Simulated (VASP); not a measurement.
A run of VASP 6.6.1 is set up as follows.

INCAR

```
PREC = Accurate
ENCUT = 520
EDIFF = 1E-6
ISMEAR = 0
SIGMA = 0.01
LREAL = F
LASPH = T
NELM = 60
ALGO = Normal
ISIF = 2
LWAVE = F
LCHARG = F
GGA = PS
NBANDS = 17
```

File KPOINTS:

```
regular mesh
0
Gamma
  10 10 10
```

File POSCAR:

```
PbSe
1.0
    0.0000000000      3.0515521256      3.0515521256
    3.0515521256      0.0000000000      3.0515521256
    3.0515521256      3.0515521256      0.0000000000
Pb Se
1 1
Direct
    0.0000000000      0.0000000000      0.0000000000
    0.5000000000      0.5000000000      0.5000000000
```

Potentials or basis: VASP PAW PBE potentials, release 64 (Pb_d, Se).

Launch:

```console
$ cat potpaw_PBE.64/Pb_d/POTCAR potpaw_PBE.64/Se/POTCAR > POTCAR
$ mpirun -np 1 vasp_std > vasp.out
```

Question: Estimate the pressure.

Answer: 0.0 GPa.

Question: Estimate the band gap on the k mesh.

Answer: 0.17 eV, direct.

Caveat: the PAW data sets were made with another functional, which shifts forces and pressure a little; spin-orbit coupling is left out, which moves the levels of the heavy elements.

**Experimental background.**

A printed reference work, monograph reports, for a bulk crystal of PbSe at 4.2 K: band gap 0.15 eV (direct).

Measured gap of PbSe: 0.15 eV (direct; 4.2 K; a printed reference work, monograph). This calculation gives 0.17 eV (+0.02 eV). 2 values of this kind are on record (0.15 to 0.28 eV); this one was drawn at random. Spin-orbit coupling on Pb, Se is left out. The value is that of PBEsol on a finite k mesh, which can miss the band edges, without temperature or zero-point motion.
